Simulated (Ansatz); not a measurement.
The following input was run with Ansatz 0.2.0.

```yaml
crystal:
  lattice:
    - [0.0, 2.8875862648, 2.8875862648]
    - [2.8875862648, 0.0, 2.8875862648]
    - [2.8875862648, 2.8875862648, 0.0]
  atoms:
    - { symbol: Pb, position: [0.5, 0.5, 0.5] }
    - { symbol: S, position: [0.0, 0.0, 0.0] }
basis:
  ecutwfc: 420
kpoints:
  mp_grid: { grid: [10, 10, 10] }
hamiltonian:
  xc: pbesol
scf:
  occupations: { method: gaussian, width: 0.01 }
output:
  forces: true
  stress: true
  eigenvalues: true
```

It can be run as
```bash
ansatz run input.yaml --threads 1 --pin off --backend cpu --events-out ev --progress --plain --runs-dir out  # memory cap (--max-ram) not shown
```

Method: Ansatz 0.2.0, DFT PBEsol, scalar-relativistic, plane waves, PAW.

From the run's log, abridged (final results; tables in files aren't shown):

```
SCF 1 converged in 6 iterations: F = -12640.881986 eV  dr2 = 8.55e-9
SCF converged after 6 iterations
Free energy (F): -12640.881986 eV
Harris-Foulkes:  -12640.881986 eV  (|F-HF|=4.59e-9)
Internal energy: -12640.881986 eV  (E = F + TS)
E sigma→0 (E₀):  -12640.881986 eV
Fermi energy:    9.700605 eV
--- Per-component energies (eV) ---
  E_band       = -36.844372
  E_kinetic    = 395.790386
  E_local      = -1163.195436  (includes V_loc(G=0)·N_el)
  E_nonlocal   = 381.022642
  E_hartree    = 453.996066
  E_xc         = -316.593256
  E_vxc        = -221.825100  (∫ρ·V_xc dr)
  E_paw        = -10837.705226  (= ΣΔE_a)
  E_vpaw       = -336.625391  (= ΣTr[D̂ρ^β])
  E_aug_tail   = 0.000043  (compensation charges beyond the density's cutoff)
  E_ewald      = -1554.321271
  E_core_change = 0.124066  (= ΣΔE_core)
  E_smearing   =  0.000000  (= −TS)
--- Forces (eV/Å), atoms counted from 1 ---
  atom   1  Pb     0.00000000     0.00000000     0.00000000
  atom   2  S      0.00000000     0.00000000     0.00000000
--- Stress (GPa, compression-positive) ---
        4.426932       0.000000       0.000000
        0.000000       4.426932       0.000000
        0.000000       0.000000       4.426932
  P = ⅓ Tr σ = 4.4269 GPa (44.269 kbar)
--- Band table (eV; the first three rows and the last of 47) ---
  k-point 0: bands = ["-7.2900", "-7.2900", "-7.2900", "-7.2809", "-7.2809", "-4.7434", "3.7311", "7.0384", "7.0384", "7.0384", "15.0282", "15.0282", "15.0282", "16.0128"]
  k-point 1: bands = ["-7.2896", "-7.2887", "-7.2887", "-7.2804", "-7.2804", "-4.6453", "3.3191", "7.0703", "7.0703", "7.3634", "13.9598", "14.3468", "14.3468", "16.0596"]
  k-point 2: bands = ["-7.2984", "-7.2984", "-7.2889", "-7.2662", "-7.2662", "-4.3620", "2.4156", "7.1636", "7.1636", "8.0093", "12.5007", "13.2352", "13.2352", "16.0736"]
  k-point 46: bands = ["-7.4623", "-7.2870", "-7.2764", "-7.2493", "-7.2050", "-2.6275", "1.3816", "4.2232", "4.8136", "8.0560", "12.1481", "13.8260", "14.5539", "17.0920"]
```

Self-consistency was reached.

Spin–orbit coupling is left out, which can shift energies with elements as heavy as these.